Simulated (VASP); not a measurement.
# Ca (Immm) in VASP: single point with LDA

Aim: the single point of Ca with LDA.

All numbers are computed with VASP 6.6.1; they aren't measurements. Logs are shortened: lines on timing, memory, paths and dates and some standing lists are left out, and cuts for length are marked.

### Step 1. Starting point

The structure is orthorhombic, space group Immm (No. 71). The conventional cell has a = 4.193 Å, b = 4.203 Å, c = 4.891 Å, α = 90.00°, β = 90.00°, γ = 90.00°. Ca (site symmetry mmm) is surrounded by 12 Ca at 3.85 to 4.20 Å.

This isn't the form of Ca at room conditions, which is fcc.

### Step 2. Single point, LDA

INCAR reads:

```
ALGO     = Normal         # electronic algorithm
EDIFF    = 1E-6           # SCF threshold, eV
ENCUT    = 520            # plane-wave cutoff, eV
GGA      = CA             # functional
ISIF     = 2              # what is computed and relaxed
ISMEAR   = 0              # smearing method
LASPH    = T              # aspherical terms in the spheres
LCHARG   = F              # write CHGCAR
LREAL    = F              # projectors in reciprocal space
LWAVE    = F              # write WAVECAR
NBANDS   = 11             # bands
NELM     = 80             # most SCF steps
PREC     = Accurate       # precision mode
SIGMA    = 0.1            # smearing width, eV
```

KPOINTS reads:

```
k-points
0
Gamma
  6 6 6
```

POSCAR reads:

```
Ca
1.0
   -2.0964874600      2.1017318100      2.4453524600
    2.0964874600     -2.1017318100      2.4453524600
    2.0964874600      2.1017318100     -2.4453524600
Ca
1
Direct
    0.5000000000      0.5000000000      0.0000000000
```

Potentials or basis: VASP PAW LDA potentials, release 64 (Ca_sv).

On the command line:

```
$ cat potpaw_LDA.64/Ca_sv/POTCAR > POTCAR
$ mpirun -np 1 vasp_std > vasp.out
```

OUTCAR:

```text
EDIFF = 1E-6
   ENCUT = 520
   GGA = CA
   ISIF = 2
   ISMEAR = 0
   LASPH = T
   LREAL = F
   NELM = 80
   PREC = Accurate

 ion  position               nearest neighbor table
   1  0.500  0.500  0.000-

  LATTYP: Found a body centered orthorhombic cell.
 ALAT       =     4.1929749200
 B/A-ratio  =     1.0025014936
 C/A-ratio  =     1.1664045250

  Lattice vectors:

 A1 = (  -2.0964874600,   2.1017318100,   2.4453524600)
 A2 = (   2.0964874600,  -2.1017318100,   2.4453524600)
 A3 = (   2.0964874600,   2.1017318100,  -2.4453524600)

Analysis of symmetry for initial positions (statically):
=====================================================================
 Subroutine PRICEL returns:
 Original cell was already a primitive cell.

 Routine SETGRP: Setting up the symmetry group for a
 body centered orthorhombic supercell.

 Subroutine GETGRP returns: Found  8 space group operations
 (whereof  8 operations were pure point group operations)
 out of a pool of  8 trial point group operations.

The static configuration has the point symmetry D_2h.

Analysis of symmetry for dynamics (positions and initial velocities):
=====================================================================
 Subroutine PRICEL returns:
 Original cell was already a primitive cell.

 Routine SETGRP: Setting up the symmetry group for a
 body centered orthorhombic supercell.

 Subroutine GETGRP returns: Found  8 space group operations
 (whereof  8 operations were pure point group operations)
 out of a pool of  8 trial point group operations.

The dynamic configuration has the point symmetry D_2h.

 Subroutine INISYM returns: Found  8 space group operations
 (whereof  8 operations are pure point group operations),
 and found     1 'primitive' translations

----------------------------------------------------------------------------------------

                                     Primitive cell

  volume of cell :      43.0994

  direct lattice vectors                    reciprocal lattice vectors
    -2.096487460  2.101731810  2.445352460     0.000000000  0.237899050  0.204469502
     2.096487460 -2.101731810  2.445352460     0.238494153  0.000000000  0.204469502
     2.096487460  2.101731810 -2.445352460     0.238494153  0.237899050  0.000000000

  length of vectors
     3.846073962  3.846073962  3.846073962     0.313693696  0.314145250  0.336861127

  position of ions in fractional coordinates (direct lattice)
     0.500000000  0.500000000  0.000000000

  ion indices of the primitive-cell ions
   primitive index   ion index
                 1           1

----------------------------------------------------------------------------------------

 KPOINTS: k-points

Automatic generation of k-mesh.
 Grid dimensions read from file:
 generate k-points for:    6    6    6

 Generating k-lattice:

  Cartesian coordinates                     Fractional coordinates (reciprocal lattice)
     0.000000000  0.039649842  0.034078250     0.166666667  0.000000000  0.000000000
     0.039749025  0.000000000  0.034078250     0.000000000  0.166666667  0.000000000
     0.039749025  0.039649842  0.000000000     0.000000000  0.000000000  0.166666667

  Length of vectors
     0.052282283  0.052357542  0.056143521

  Shift w.r.t. Gamma in fractional coordinates (k-lattice)
     0.000000000  0.000000000  0.000000000

 Subroutine IBZKPT returns following result:
 ===========================================

 Found     46 irreducible k-points:

 Following reciprocal coordinates:
            Coordinates               Weight
  0.000000  0.000000  0.000000      1.000000
  0.166667  0.000000  0.000000      4.000000
  0.333333  0.000000  0.000000      4.000000
  0.500000 -0.000000  0.000000      2.000000
 -0.000000  0.166667  0.000000      4.000000
  0.166667  0.166667  0.000000      8.000000
[... 16 lines left out ...]
 -0.166667  0.166667  0.166667      2.000000
  0.166667  0.333333  0.166667      4.000000
 [... further k-points ...]
   k-points           NKPTS =     46   k-points in BZ     NKDIM =     46   number of bands    NBANDS=     11
   number of dos      NEDOS =    301   number of ions     NIONS =      1
   total plane-waves  NPLWV =  27000
   dimension x,y,z NGX =    30 NGY =   30 NGZ =   30
   dimension x,y,z NGXF=    60 NGYF=   60 NGZF=   60
   ions per type =               1
   NGX,Y,Z   is equivalent  to a cutoff of  12.97, 12.97, 12.97 a.u.
   NGXF,Y,Z  is equivalent  to a cutoff of  25.93, 25.93, 25.93 a.u.
 SYSTEM =  unknown system
   PREC   = accura    normal or accurate (medium, high low for compatibility)
   ISTART =      0    job   : 0-new  1-cont  2-samecut
   ICHARG =      2    charge: 1-file 2-atom 10-const
   ISPIN  =      1    spin polarized calculation?
   LNONCOLLINEAR =      F non collinear calculations
   LSORBIT =      F    spin-orbit coupling
   LASPH  =      T    aspherical Exc in radial PAW
   ENCUT  =  520.0 eV  38.22 Ry    6.18 a.u.   7.15  7.15  7.15*2*pi/ulx,y,z
   NELM   =     80;   NELMIN=  2; NELMDL= -5     # of ELM steps
   EDIFF  = 0.1E-05   stopping-criterion for ELM
   LREAL  =      F    real-space projection
[... 7 lines left out ...]
   TEBEG  =    0.0;   TEEND  =   0.0 temperature during run
   PSTRESS=    0.0 pullay stress
   NELECT =      10.0000    total number of electrons
   NUPDOWN=      -1.0000    fix difference up-down
   EMIN   =  10.00;   EMAX   =-10.00  energy-range for DOS
   EFERMI =   0.00;   METHOD = LEGACY
   ISMEAR =     0;   SIGMA  =   0.10  broadening in eV -4-tet -1-fermi 0-gaus
   EFERMI_NEDOS =   21; number of points for ismear=-14 and -15
   IALGO  =     38    algorithm
   IMIX   =      4    mixing-type and parameters
     AMIX     =   0.40;   BMIX     =  1.00
     AMIX_MAG =   1.60;   BMIX_MAG =  1.00
  volume/ion in A,a.u.               =      43.10       290.85
  Fermi-wavevector in a.u.,A,eV,Ry     =   1.005969  1.901005 13.768730  1.011973
  Thomas-Fermi vector in A             =   2.138682
   LORBIT       =      0    0 simple, 1 ext, 2 COOP (PROOUT), +10 PAW based schemes
   GGA     = CA    functional components
   LHFCALC =     F    Hartree Fock is set to
   AEXX    =    0.0000 exact exchange contribution
   IVDW    =     0    specifies the selected vdW correction
   LEPSILON=     F    determine dielectric tensor
   LRPA    =     F    only Hartree local field effects (RPA)
 non-spin polarized calculation
 Gauss-broadening in eV      SIGMA  =   0.10
  energy-cutoff  :      520.00
  volume of cell :       43.10
 maximum number of plane-waves:      1177
 NGX is ok and might be reduce to    30
   NGX = 15   NGY = 15   NGZ = 15

 number of electron      10.0000000 magnetization

 Free energy of the ion-electron system (eV)
  ---------------------------------------------------
  ext. energy  EPLUGINS =         0.00000000
  ---------------------------------------------------
  free energy    TOTEN  =        -2.16023947 eV

  energy without entropy =       -2.15143426  energy(sigma->0) =       -2.15583686

 E-fermi :   1.7237     XC(G=0):  -7.8961

 val. band max:        1.7210135042   @ k =   0.3333   0.3333   0.0000
 cond. band min:       1.7704679553   @ k =   0.3333   0.1667   0.1667
 fundamental gap:      0.0494544511
 Fermi energy:         1.7236665068

 k-point     1 :       0.0000    0.0000    0.0000
  band No.  band energies     occupation
      1     -39.9153      2.00000
      2     -21.1285      2.00000
      3     -21.1283      2.00000
      4     -21.1197      2.00000
      5      -2.2776      2.00000
      6       3.7437      0.00000
      7       3.7571      0.00000
      8       4.3374      0.00000
      9       4.4723      0.00000
     10       5.1696      0.00000
     11      11.1601      0.00000

 k-point     2 :       0.1667    0.0000    0.0000
  band No.  band energies     occupation
      1     -39.9118      2.00000
      2     -21.1595      2.00000
      3     -21.1377      2.00000
      4     -21.1235      2.00000
      5      -1.8095      2.00000
      6       3.4859      0.00000
      7       3.7618      0.00000
      8       4.4109      0.00000
      9       4.4449      0.00000
     10       5.0468      0.00000
     11      10.4231      0.00000

 k-point     3 :       0.3333    0.0000    0.0000
  band No.  band energies     occupation
      1     -39.9049      2.00000
      2     -21.2273      2.00000
      3     -21.1559      2.00000
      4     -21.1247      2.00000
      5      -0.5468      2.00000
      6       2.5852      0.00000
      7       3.4556      0.00000
      8       4.4445      0.00000
      9       5.1201      0.00000
     10       5.2129      0.00000
     11       7.8386      0.00000

 k-point     4 :       0.5000   -0.0000    0.0000
  band No.  band energies     occupation
      1     -39.9014      2.00000
      2     -21.2609      2.00000
      3     -21.1650      2.00000
      4     -21.1252      2.00000
      5       0.7163      2.00000
      6       1.6360      1.78488
      7       3.2896      0.00000
      8       4.3580      0.00000
      9       5.2965      0.00000
     10       5.8108      0.00000
     11       6.7347      0.00000

 k-point     5 :      -0.0000    0.1667    0.0000
  band No.  band energies     occupation
      1     -39.9118      2.00000
      2     -21.1597      2.00000
      3     -21.1375      2.00000
      4     -21.1237      2.00000
      5      -1.8080      2.00000
      6       3.4951      0.00000
      7       3.7500      0.00000
      8       4.4195      0.00000
      9       4.4410      0.00000
     10       5.0430      0.00000
     11      10.4488      0.00000
[... 211 lines left out ...]
 k-point    21 :       0.1667    0.1667    0.1667
  band No.  band energies     occupation
      1     -39.9021      2.00000
      2     -21.2309      2.00000
      3     -21.1657      2.00000
      4     -21.1507      2.00000
      5       0.3483      2.00000
      6       2.4676      0.00000
      7       2.7350      0.00000
      8       4.8766      0.00000
      9       5.0976      0.00000
     10       5.9624      0.00000
     11       7.2269      0.00000

 k-point    22 :       0.3333    0.1667    0.1667
  band No.  band energies     occupation
      1     -39.9001      2.00000
      2     -21.2256      2.00000
      3     -21.1919      2.00000
      4     -21.1556      2.00000
      5       1.6649      1.59382
      6       1.7705      0.50805
      7       2.5377      0.00000
      8       4.6736      0.00000
      9       5.3350      0.00000
     10       6.0035      0.00000
     11       6.5960      0.00000

 k-point    23 :      -0.1667    0.1667    0.1667
  band No.  band energies     occupation
      1     -39.9080      2.00000
      2     -21.1762      2.00000
      3     -21.1476      2.00000
      4     -21.1461      2.00000
      5      -1.2217      2.00000
      6       3.3405      0.00000
      7       3.9704      0.00000
      8       4.0378      0.00000
      9       4.1996      0.00000
     10       5.2685      0.00000
     11      10.1234      0.00000

 k-point    24 :       0.1667    0.3333    0.1667
  band No.  band energies     occupation
      1     -39.9001      2.00000
      2     -21.2262      2.00000
      3     -21.1911      2.00000
      4     -21.1560      2.00000
      5       1.6653      1.59049
      6       1.7756      0.46247
      7       2.5338      0.00000
      8       4.6756      0.00000
      9       5.3399      0.00000
     10       6.0067      0.00000
     11       6.5935      0.00000

 [... further k-points ...]

------------------------ aborting loop because EDIFF is reached ----------------------------------------

  FORCE on cell =-STRESS in cart. coord.  units (eV):
  Direction    XX          YY          ZZ          XY          YZ          ZX
  --------------------------------------------------------------------------------------
  -------------------------------------------------------------------------------------
  Total       -0.5407598     -0.5476565     -0.5271353      0.0000000      0.0000000      0.0000000
  in kB      -20.1022186    -20.3585954    -19.5957392      0.0000000      0.0000000      0.0000000
  external PRESSURE =     -20.0188511 kB  Pullay stress =       0.0000000 kB

 VOLUME and BASIS-vectors are now :
 -----------------------------------------------------------------------------
  energy-cutoff  :      520.00
  volume of cell :       43.10
      direct lattice vectors                 reciprocal lattice vectors
    -2.096487460  2.101731810  2.445352460     0.000000000  0.237899050  0.204469502
     2.096487460 -2.101731810  2.445352460     0.238494153  0.000000000  0.204469502
     2.096487460  2.101731810 -2.445352460     0.238494153  0.237899050  0.000000000

 POSITION                                       TOTAL-FORCE (eV/Angst)
 -----------------------------------------------------------------------------------
      0.00000      0.00000      2.44535         0.000000      0.000000      0.000000
 -----------------------------------------------------------------------------------
    total drift:                                0.000000     -0.000000      0.000000

  FREE ENERGIE OF THE ION-ELECTRON SYSTEM (eV)
  ---------------------------------------------------
  free  energy   TOTEN  =        -2.1602394650 eV

  energy  without entropy=       -2.1514342567  energy(sigma->0) =       -2.15583686
```

Run time: 15 s. Hardware: 1 thread of Intel Xeon Platinum 8375C at 2.90GHz (Ice Lake), shared host; peak memory 0.15 GiB.

Results:

```
Free energy            : -2.1602 eV
Pressure               : -2.0 GPa
Band gap on the k mesh : none (metal or under the smearing width)
```
